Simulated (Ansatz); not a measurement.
## MnO$_{2}$: pressure against volume

MnO$_{2}$, P4_2/mnm, a = 4.450 Å, c = 2.877 Å. Ansatz: PBE, PAW, 420 eV, Γ-centred 8×8×12 mesh on 6 atoms, Gaussian smearing 0.10 eV; collinear spin, largest moment 2.4 μB. Shape and atoms are relaxed at each volume; pressure is positive in compression.

```
V (Å³/atom) P (GPa)
      8.924        ?
      9.209     7.32
      9.494     0.02
      9.779    -6.05
     10.064   -11.01
```

Q: Take V0 = 9.494 Å³/atom, count pressures from its P0 = 0.02 GPa, fit the third-order Birch–Murnaghan form to the other rows, and predict the missing pressure.

A: With the Eulerian strain f = ½[(V0/V)^(2/3) − 1] and y = (P − P0)/[3f(1 + 2f)^(5/2)], the form is the line y = B0 + 1.5 B0 (B0′ − 4) f. Rows (f, y): 0.01026, 225.4; -0.00976, 217.8; -0.01906, 212.6. Means f = -0.006187, y = 218.60; Σ(Δf)² = 0.0004490, ΣΔfΔy = 0.1919; the slope is their ratio. y = 221.2 + 427.5 f GPa, so B0 = 221.2 GPa and B0′ = 4 + 2 × (427.5)/(3 × 221.2) = 5.29. At V = 8.924, f = 0.02107, y = 230.21 and P = 16.15 GPa. The run gave 16.02 GPa, so the fit is 0.13 GPa too high, a small miss on the scale of the series. The form still works here, 33 % of the fitted range beyond its end.

The state reached may not be the lowest one. The program reads another magnetic order as possibly lower. Moments started parallel, and an antiferromagnetic order may lie lower.